# Why five descriptions of the carbon core give five band gaps

## Three levels, two differences

The band gap of hexagonal diamond involves three energies. One is the top of the occupied bands, at the centre of the Brillouin zone. The second is the lowest empty level at that same point, and the third is the lowest empty level anywhere, which in hexagonal diamond is known to lie at the zone corner K. A shift common to all three has no effect on a gap, so two independent differences remain.

A change of potential can therefore alter the gap in two ways. It can move the empty levels as a block against the occupied ones, or it can change the shape of the lowest empty band between the centre and K. The calculations below treat one crystal in one fixed cell with one density functional. They differ in the potential that stands for the nucleus and the core electrons, and in the plane-wave cutoff used with it.

ABINIT calculations with the PBE functional for hexagonal diamond (4-atom cell, space group P6_3/mmc) at one fixed geometry, without spin polarisation or spin–orbit coupling. All runs use a 12×12×7 k mesh, on which both gaps are taken, and Fermi–Dirac smearing of 0.05 eV.

```
                         potentials       basis  gap (eV)  direct gap (eV)  gap less the median of the rows (eV)
                   JTH-PAW-PBE-v2.0  544.228 eV     3.376            4.755                                -0.042
                      Ansatz-NC-PBE  1115.67 eV     3.384            4.770                                -0.034
                   SG15-NC-PBE-v1.2  1115.67 eV     3.418            4.769                                 0.000
                   SPMS-NC-PBE-v1.0  897.976 eV     3.432            4.794                                 0.014
PseudoDojo-NC-SR-PBE-v0.5-stringent  1115.67 eV     3.435            4.794                                 0.017
```

The column "gap" is the energy from the valence top to the minimum at K, and "direct gap" is the smallest separation at a single point, here the zone centre. The column "basis" holds the plane-wave cutoff. From the first row to the last the gap rises by 0.059 eV, or 1.7 % of its mean. That is a small amount, but it has a structure that the two differences bring out.

## What cancels

The absolute position of the valence top varies by 1.46 eV among these runs, about 25 times the spread of the gap. An infinite crystal has no outside vacuum against which to measure a level, so the zero of energy follows from the cell average of the potential. Each set smooths the potential near the nucleus in its own way, and this alters the average. Most of the resulting shift is common to occupied and empty levels and drops out of the gap.

For this reason a valence edge taken from one set must not be compared with a conduction edge taken from another. The error could exceed an electronvolt, although each run by itself gives a sensible gap. What survives the cancellation is the part of the change that occupied and empty states feel differently.

## Why empty states are less well pinned

A lower level within the valence band offers a comparison. At the zone centre there is an occupied level about 3.3 eV below the valence top, nearly as far away as the conduction minimum is above it. Its distance from the valence top varies by only 0.014 eV over the five sets, against 0.059 eV for the gap. Two intervals of similar length thus differ by a factor of four in their sensitivity, and the sensitive one is the one that crosses from occupied to empty states. The gap also joins two different points of the zone, but the direct gap, which stays at the centre, still varies by 0.039 eV. One level cannot speak for the whole valence band, which reaches much further down, but it shows that distance in energy alone does not set the sensitivity.

The theory of such potentials makes this plausible. A potential is built so that an electron scatters from the atom correctly at chosen energies. The first choice is usually the energy of an occupied atomic level, for carbon 2s or 2p, from which the bonds of the crystal are made. Many modern sets add a second energy higher up, which extends the control towards the empty states, but its place can differ from set to set. Further from the chosen energies the control weakens.

The empty bands of diamond are antibonding and lie higher. They also contain waves of d-like shape around each atom, for which carbon has no occupied atomic level to guide the construction. Two carefully made potentials can therefore agree on the bonds and still place the empty levels a few hundredths of an electronvolt apart.

## The simplest model: the empty bands move as a block

Let $E_g$ be the gap and $E_d$ the direct gap. Suppose that a new potential moves the empty bands rigidly against the valence top. The gap must then change by exactly as much as the direct gap. For a change from set A to set B,

$$E_g^{B} = E_g^{A} + \left(E_d^{B} - E_d^{A}\right).$$

The model has no adjustable constant. It takes the gap of A as its starting point and predicts that of B.

Take JTH as A and PseudoDojo as B, the two ends of the table. The direct gap grows by $4.794 - 4.755 = 0.039$ eV. The predicted gap is $3.376 + 0.039 = 3.415$ eV, while the calculation gives 3.435 eV. Block motion thus accounts for two thirds of the rise between the ends and leaves 0.020 eV over.

Between Ansatz and SG15 the same model fails altogether. Their direct gaps agree to 0.001 eV, so the model predicts practically equal gaps, yet the computed gaps differ by 0.034 eV. This is the largest step between neighbouring rows of the table, and block motion has no part in it.

## The second difference: the shape of the empty band

The remainder must lie in the shape of the band. Define the drop $\Delta$ as the energy by which the minimum at K lies below the lowest empty level at the zone centre. Then

$$E_g = E_d - \Delta .$$

This is an identity, so it holds for every row. Its use is that it shows which of the two differences has changed; the cause has to be sought in the potentials and in how well the cutoff serves each of them.

The drop sorts the five sets into two groups. For JTH and Ansatz it is 1.379 and 1.386 eV, and for SG15, SPMS and PseudoDojo it lies between 1.351 and 1.362 eV. From Ansatz to SG15 it shrinks by 0.035 eV while the empty level at the centre keeps its height above the valence top. Of these two empty levels, only the minimum at K has risen.

That the two points can respond differently follows from the form of the crystal states. At the zone centre the wave repeats with the same phase in every cell. At K its phase advances by a third of a turn from one cell to the next within the hexagonal plane. The same atomic orbitals are thus combined in different proportions, and the electron is distributed differently between the bonds, the open spaces and the region near the nuclei. A change of the potential near the nuclei then acts on the two states with different weight.

Which ingredient of the potential lifts the minimum at K is not settled by these runs. The treatment of the d-like waves is a reasonable guess, because no occupied level of the atom pins it. The guess could be tested by changing that one ingredient within a single set and watching the drop.

## Reading the table from top to bottom

The order of the rows now follows from two questions: how high the empty block lies, and how far the band falls towards K. The height of the block is read at the zone centre. This is a choice of reference, and measuring from K instead would share out the same changes differently. JTH and Ansatz have the smallest gaps because their bands fall furthest and their empty block lies lower than in SPMS and PseudoDojo. JTH comes below Ansatz because its empty block is the lowest of all. SPMS and PseudoDojo have the largest gaps because their bands fall less and their empty block also lies highest.

SG15 takes the middle place because it shares one property with each side. Its direct gap is that of Ansatz, and its drop belongs with those of SPMS and PseudoDojo. The apparently irregular row is thus a mixed case, and it is the row that shows most plainly that the two empty levels need not move together. The gap column alone would hide this.

The two terms of the identity can also oppose each other. From SG15 to SPMS the direct gap grows by $4.794 - 4.769 = 0.025$ eV, but the drop grows as well, by $1.362 - 1.351 = 0.011$ eV. Both empty levels rise, but the one at K rises less, and the gap grows by only 0.014 eV. A good match of one gap between two potentials is accordingly no guarantee that their bands match elsewhere.

## Potential or cutoff?

The cutoffs range from 544 to 1116 eV, and it is tempting to blame them for the spread. Three of the sets, however, were run at the same 1116 eV, and these three alone span 0.051 eV, or 86 % of the full spread. Unequal cutoffs are therefore not needed to produce differences of this size.

Equal cutoffs do not mean equal convergence, though. A potential that varies sharply near the nucleus needs shorter waves than a smooth one, so the same cutoff may serve one set better than another. Some of the spread may still be basis error. The way to separate the two is to raise the cutoff within each set until its gap stands still; the differences that then remain belong to the potentials.

The type of method does not divide the rows either. JTH is a projector augmented-wave set, which restores the full shape of the valence waves near the nucleus, while the other four are norm-conserving potentials, which keep the waves smooth there. Yet Ansatz, a norm-conserving set, lies only 0.008 eV above JTH in the gap and has nearly the same drop.

## Neighbouring series: another cell, another functional

The cell here is held fixed and is not at rest. It is compressed along the hexagonal axis, with a stress of 16 to 20 GPa depending on the set, and stretched in the plane. The gaps are therefore those of a strained crystal, but the atoms sit in the same places in every row. If each set were allowed to relax the cell, the bond lengths would differ slightly from set to set, and a structural contribution would be added to the electronic one seen here.

A series over functionals would behave differently again. PBE places the empty bands of semiconductors and insulators too low; in cubic diamond the gap comes out too small by more than 1 eV. This error is shared by the five rows, so their close agreement does not reveal it. A hybrid functional, which mixes in exact exchange, would widen the gap by far more than any exchange of potentials in this table.

The frozen core is shared in the same way. Each set treats four electrons per carbon atom and keeps the 1s pair fixed. The spread shows how much the constructions differ among themselves, and the middle of the five values has no special claim to be right. An all-electron calculation in the same cell would supply the reference.

## A rule for use

When two structures, strains or compositions are to be compared, the same potential set and cutoff should serve for both, so that much of the set's own error can be expected to cancel. If the difference in gap that matters is smaller than about 0.06 eV, the comparison should be repeated with a second set. The direct gap should be checked along with the smallest gap, since Ansatz and SG15 agree in the one and differ in the other.
